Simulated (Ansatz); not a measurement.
# In: energy and stress against strain

This session takes In and sets out to see how energy and stress answer to the strain pattern (1, -1, 0, 0, 0, 0).

Program: Ansatz 0.2.0. Level of theory: DFT PBE, scalar-relativistic, plane waves, PAW. These are calculated values, not measurements.

## Step 1: Starting point

The structure is tetragonal, space group I4/mmm (No. 139). Conventional cell: a = 3.252 Å, b = 3.252 Å, c = 4.948 Å, α = 90.00°, β = 90.00°, γ = 90.00°. In (site symmetry 4/mmm) has 12 In at 3.25 to 3.38 Å in its first shell of neighbours.

As a file:

```xyz
1
Lattice="-1.6261 1.6261 2.4739 1.6261 -1.6261 2.4739 1.6261 1.6261 -2.4739" Properties=species:S:1:pos:R:3 pbc="T T T"
In    0.0000    0.0000    0.0000
```

No relaxation comes first: the listed cell is the starting point.

## Step 2: Zero of the scan

Input file input.yaml:

```yaml
crystal:
  lattice:
    - [-1.62615, 1.62615, 2.47395]
    - [1.62615, -1.62615, 2.47395]
    - [1.62615, 1.62615, -2.47395]
  atoms:
    - { symbol: In, position: [0.0, 0.0, 0.0] }
basis:
  ecutwfc: 420
kpoints:
  mp_grid: { grid: [20, 20, 20] }
hamiltonian:
  xc: pbe
scf:
  occupations: { method: gaussian, width: 0.15 }
output:
  forces: true
  stress: true
  eigenvalues: true
  write_density: true
  write_potential: true
  elf: true
  volumetric_format: npy
```

Command:

```console
$ ansatz run input.yaml --threads 1 --pin off --max-ram 2560MiB --backend cpu --events-out ev --progress --plain --runs-dir out
```

## Step 3: The scan: energy and stress against strain

The cell is strained by ε times the Voigt pattern (1, -1, 0, 0, 0, 0) (xx, yy, zz, yz, xz, xy; engineering shear), with fractional coordinates fixed (clamped ions). The stress on the pattern is the sum of the stress components weighted by it, tension positive.

## Step 4: At ε = -0.0200

Input file input.yaml:

```yaml
crystal:
  lattice:
    - [-1.593627, 1.658673, 2.47395]
    - [1.593627, -1.658673, 2.47395]
    - [1.593627, 1.658673, -2.47395]
  atoms:
    - { symbol: In, position: [0.0, 0.0, 0.0] }
basis:
  ecutwfc: 420
kpoints:
  mp_grid: { grid: [20, 20, 20] }
hamiltonian:
  xc: pbe
scf:
  occupations: { method: gaussian, width: 0.15 }
output:
  forces: true
  stress: true
  eigenvalues: true
```

## Step 5: At ε = 0.0150

Changes to input.yaml since step 4:

```diff
@@ -2,5 +2,5 @@
   lattice:
-    - [-1.593627, 1.658673, 2.47395]
-    - [1.593627, -1.658673, 2.47395]
-    - [1.593627, 1.658673, -2.47395]
+    - [-1.65054225, 1.60175775, 2.47395]
+    - [1.65054225, -1.60175775, 2.47395]
+    - [1.65054225, 1.60175775, -2.47395]
   atoms:
```

## Step 6: ε = -0.0100

Changes to input.yaml since step 5:

```diff
@@ -2,5 +2,5 @@
   lattice:
-    - [-1.65054225, 1.60175775, 2.47395]
-    - [1.65054225, -1.60175775, 2.47395]
-    - [1.65054225, 1.60175775, -2.47395]
+    - [-1.6098885, 1.6424115, 2.47395]
+    - [1.6098885, -1.6424115, 2.47395]
+    - [1.6098885, 1.6424115, -2.47395]
   atoms:
```

## Step 7: ε = 0.0050

Input file input.yaml:

```yaml
crystal:
  lattice:
    - [-1.63428075, 1.61801925, 2.47395]
    - [1.63428075, -1.61801925, 2.47395]
    - [1.63428075, 1.61801925, -2.47395]
  atoms:
    - { symbol: In, position: [0.0, 0.0, 0.0] }
basis:
  ecutwfc: 420
kpoints:
  mp_grid: { grid: [20, 20, 20] }
hamiltonian:
  xc: pbe
scf:
  occupations: { method: gaussian, width: 0.15 }
output:
  forces: true
  stress: true
  eigenvalues: true
  write_density: true
  write_potential: true
  elf: true
  volumetric_format: npy
```

## Step 8: Point ε = 0.0175

Changes to input.yaml since step 7:

```diff
@@ -2,5 +2,5 @@
   lattice:
-    - [-1.63428075, 1.61801925, 2.47395]
-    - [1.63428075, -1.61801925, 2.47395]
-    - [1.63428075, 1.61801925, -2.47395]
+    - [-1.654607625, 1.597692375, 2.47395]
+    - [1.654607625, -1.597692375, 2.47395]
+    - [1.654607625, 1.597692375, -2.47395]
   atoms:
```

## Step 9: ε = 0.0125

Changes to input.yaml since step 8:

```diff
@@ -2,5 +2,5 @@
   lattice:
-    - [-1.654607625, 1.597692375, 2.47395]
-    - [1.654607625, -1.597692375, 2.47395]
-    - [1.654607625, 1.597692375, -2.47395]
+    - [-1.646476875, 1.605823125, 2.47395]
+    - [1.646476875, -1.605823125, 2.47395]
+    - [1.646476875, 1.605823125, -2.47395]
   atoms:
```

## Step 10: At ε = 0.0075

Input file input.yaml:

```yaml
crystal:
  lattice:
    - [-1.638346125, 1.613953875, 2.47395]
    - [1.638346125, -1.613953875, 2.47395]
    - [1.638346125, 1.613953875, -2.47395]
  atoms:
    - { symbol: In, position: [0.0, 0.0, 0.0] }
basis:
  ecutwfc: 420
kpoints:
  mp_grid: { grid: [20, 20, 20] }
hamiltonian:
  xc: pbe
scf:
  occupations: { method: gaussian, width: 0.15 }
output:
  forces: true
  stress: true
  eigenvalues: true
```

## Step 11: Point ε = 0.0025

Changes to input.yaml since step 10:

```diff
@@ -2,5 +2,5 @@
   lattice:
-    - [-1.638346125, 1.613953875, 2.47395]
-    - [1.638346125, -1.613953875, 2.47395]
-    - [1.638346125, 1.613953875, -2.47395]
+    - [-1.630215375, 1.622084625, 2.47395]
+    - [1.630215375, -1.622084625, 2.47395]
+    - [1.630215375, 1.622084625, -2.47395]
   atoms:
```

(Steps that only read results are left out.)

**Question.** What will these runs give? Wanted: slope of the stress at ε = 0, from the points at -0.0100, 0 and 0.0025.

As calculated:

| quantity | value |
| --- | --- |
| slope of the stress at ε = 0, from the points at -0.0100, 0 and 0.0025 | 31 GPa |

What this shows: The slope of the stress at zero strain, 31 GPa, estimates C11 + C22 − 2 C12 with clamped ions in this Cartesian frame. The reference stands under 2.0 GPa, so this is no zero-stress constant. The undisturbed cell stays the lowest of the sampled points.
